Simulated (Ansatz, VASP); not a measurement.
BeTe: VASP beside Ansatz

File INCAR:

```
SYSTEM = BeTe
PREC = Accurate
ENCUT = 520
EDIFF = 1E-7
ISMEAR = 0
SIGMA = 0.02
LREAL = .FALSE.
LASPH = .TRUE.
NELM = 80
ALGO = Normal
ISIF = 2
LWAVE = .FALSE.
LCHARG = .TRUE.
GGA = PE
LELF = .TRUE.
LVHAR = .TRUE.
NBANDS = 11
```

The input KPOINTS:

```
Automatic mesh
0
G
  8 8 8
  0 0 0
```

Contents of POSCAR:

```
BeTe
1.0
    0.0000000000      2.6626625000      2.6626625000
    2.6626625000      0.0000000000      2.6626625000
    2.6626625000      2.6626625000      0.0000000000
Be Te
1 1
Direct
    0.0000000000      0.0000000000      0.0000000000
    0.7500000000      0.7500000000      0.7500000000
```

Input for Ansatz:

```yaml
crystal:
  lattice:
    - [0.0, 2.6626625, 2.6626625]
    - [2.6626625, 0.0, 2.6626625]
    - [2.6626625, 2.6626625, 0.0]
  atoms:
    - { symbol: Be, position: [0.0, 0.0, 0.0] }
    - { symbol: Te, position: [0.75, 0.75, 0.75] }
basis:
  ecutwfc: 420
kpoints:
  mp_grid: { grid: [8, 8, 8] }
hamiltonian:
  xc: pbe
scf:
  occupations: { method: gaussian, width: 0.02 }
output:
  forces: true
  stress: true
  eigenvalues: true
  write_density: true
  write_potential: true
  elf: true
  volumetric_format: npy
```

Alike in both runs: task single point; functional PBE; k mesh 8 × 8 × 8; occupations gaussian, width 0.02 eV; no spin polarisation.

|  | VASP | Ansatz |
| --- | --- | --- |
| version | VASP 6.6.1 | Ansatz 0.2.0 |
| potentials or method | VASP PAW PBE potentials, release 64 (Be, Te) | scalar-relativistic, plane waves, PAW |
| plane-wave cutoff (eV) | 520 | 420 |
| valence electrons in the cell | 8 | 18 |

|  | VASP | Ansatz | Ansatz less VASP |
| --- | --- | --- | --- |
| gap on the k mesh at the Fermi level (eV) | 1.50 | 1.53 | +0.022 |
| least direct gap on the mesh (eV) | 3.42 | 3.45 | +0.029 |
| pressure (GPa) | 15.4 | 15.1 | -0.28 |

The functional is the same, so the differences come from potentials, cutoffs and numerics. The two sets of potentials don't hold the same shells in valence.

Caveats: so large a pressure means that the cell lies far from this level's equilibrium, or that cutoff or potentials fall short (VASP); spin-orbit coupling is left out, which moves the levels of the heavy elements. A k mesh can miss the band edges.
